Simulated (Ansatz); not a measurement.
## CaO: computed DOS

Space group P6_3/mmc (No. 194). a = 4.004 Å, b = 4.004 Å, c = 4.808 Å, α = 90.00°, β = 90.00°, γ = 120.00°
| atom | site | symmetry | x | y | z |
| --- | --- | --- | --- | --- | --- |
| Ca | 2d | -6m2 | 0.3333 | 0.6667 | 0.7500 |
| O | 2c | -6m2 | 0.3333 | 0.6667 | 0.2500 |

The runs use the primitive cell with vectors (4.004, 0.000, 0.000), (-2.002, 3.468, 0.000), (0.000, 0.000, 4.808) Å, to which the k mesh refers.

The structure comes from a relaxation in the same program, started in the wurtzite type, and has space group P6_3/mmc. Whether it is a known phase or the ground state wasn't checked. The relaxation left the symmetry of that type.

Theory: DFT, PBE, all-electron LAPW, scalar-relativistic (Ansatz 0.2.0).

The runs use a Γ-centred 12×12×6 k mesh, Fermi–Dirac smearing of 0.05 eV, basis error target 1 meV/atom, no spin polarisation.

States per eV and cell, averaged over 0.4 eV, from -2.2 to 3.6 eV, with energies (bin centres) from the valence-band top; empty bins are left out. The partial columns, the largest 3 alone, are projections on Löwdin-orthogonalised atomic shells (those that the program's projection atoms carry: the occupied ones and, for some elements, an empty d or f shell; other empty shells have no column), summed over atoms of an element. Weights on diffuse s and p shells depend on that basis and aren't pure angular character.

| E (eV) | total | O 2p | Ca 4s | Ca 3p |
| --- | --- | --- | --- | --- |
| -2.1 | 1.49 | 1.20 | 0.22 | 0.01 |
| -1.7 | 5.62 | 4.60 | 0.68 | 0.04 |
| -1.3 | 4.94 | 4.40 | 0.20 | 0.05 |
| -0.9 | 13.64 | 12.67 | 0.02 | 0.16 |
| -0.5 | 4.12 | 3.89 | 0.00 | 0.04 |
| -0.1 | 0.18 | 0.17 | 0.00 | 0.00 |
| 3.1 | 0.00 | 0.00 | 0.00 | 0.00 |
| 3.5 | 0.09 | 0.00 | 0.06 | 0.00 |

Problem. Which of the resolved shells contributes most in the top eV of the valence band?

Solution. O 2p, with 93 % of all states there; Ca 3p follows with 1 %.
